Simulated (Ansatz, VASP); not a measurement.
## Al: VASP beside Ansatz

```
CELL_PARAMETERS angstrom
-1.62304 1.62304 1.59122
1.62304 -1.62304 1.59122
1.62304 1.62304 -1.59122
ATOMIC_POSITIONS crystal
Al 0.00000 0.00000 0.00000
```

Change from the starting cell: strain +0.0200 x Voigt [1, 1, 0, 0, 0, 0], atoms carried along.

Alike in both runs: task single point; functional LDA; k mesh 20 × 20 × 20; occupations methfessel-paxton of order 1, width 0.2 eV; no spin polarisation.

```csv
,VASP,Ansatz
version,VASP 6.6.1,Ansatz 0.2.0
potentials or method,"VASP PAW LDA potentials, release 64 (Al)","scalar-relativistic, plane waves, PAW"
plane-wave cutoff (eV),520,420
valence electrons in the cell,3,3
```

Ansatz gave:

- gap on the k mesh at the Fermi level (eV): none
- pressure (GPa): -2.4
- largest component of the traceless stress (GPa): 0.40

Problem. What did VASP give for the same quantities?

Solution. gap on the k mesh at the Fermi level (eV): none; pressure (GPa): -2.3; largest component of the traceless stress (GPa): 0.41.

A gap of «none» marks a metal or a gap that the smearing closes.
